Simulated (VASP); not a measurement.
A run of VASP 6.6.1 is set up as follows.

The input INCAR:

```
SYSTEM = SnO2
PREC = Accurate ; ENCUT = 600
EDIFF = 1E-7 ; ISMEAR = 0
SIGMA = 0.03 ; LREAL = .FALSE.
LASPH = .TRUE. ; NELM = 80
ALGO = Normal ; ISIF = 3
LWAVE = .FALSE. ; LCHARG = .FALSE.
GGA = PS ; IBRION = 2
NSW = 90 ; EDIFFG = -0.005
KPAR = 4
```

The input KPOINTS:

```
regular mesh
0
G
  6 6 8
  0 0 0
```

Contents of POSCAR:

```
SnO2                                    
1.0
    4.7706380420      0.0000000000      0.0000000000
    0.0000000000      4.7706380420      0.0000000000
    0.0000000000      0.0000000000      3.2166384844
  Sn              O             
     2     4
Direct
     0.0000000000000000    0.0000000000000000    0.0000000000000000
     0.5000000000000000    0.5000000000000000    0.5000000000000000
     0.3063031676609384    0.3063031676609384    0.0000000000000000
     0.1936968323390616    0.8063031676609385    0.5000000000000000
     0.6936968323390615    0.6936968323390615    1.0000000000000000
     0.8063031676609385    0.1936968323390616    0.5000000000000000
```

Potentials or basis: VASP PAW PBE potentials, release 64 (Sn_d, O).

Launch:

```console
$ cat potpaw_PBE.64/Sn_d/POTCAR potpaw_PBE.64/O/POTCAR > POTCAR
$ mpirun -np 4 vasp_std > vasp.out
```

Problem. Estimate the space group after relaxing (to 0.05 Å).

Solution. P4_2/mnm (No. 136).

Problem. Estimate the band gap on the k mesh.

Solution. 0.88 eV, direct.

Problem. Estimate the relaxed volume.

Solution. 12.20 Å³/atom.

Final structure:
```cif
data_structure
_symmetry_space_group_name_H-M 'P 1'
_symmetry_Int_Tables_number 1
_cell_length_a 4.7714
_cell_length_b 4.7714
_cell_length_c 3.2166
_cell_angle_alpha 90.000
_cell_angle_beta 90.000
_cell_angle_gamma 90.000
_cell_volume 73.23
loop_
_atom_site_label
_atom_site_type_symbol
_atom_site_fract_x
_atom_site_fract_y
_atom_site_fract_z
_atom_site_occupancy
Sn1 Sn 0.00000 0.00000 0.00000 1
Sn2 Sn 0.50000 0.50000 0.50000 1
O1 O 0.30626 0.30626 0.00000 1
O2 O 0.19374 0.80626 0.50000 1
O3 O 0.69374 0.69374 0.00000 1
O4 O 0.80626 0.19374 0.50000 1
```

Caveat: the PAW data sets were made with another functional, which shifts forces and pressure a little; spin-orbit coupling is left out, which moves the levels of the heavy elements.
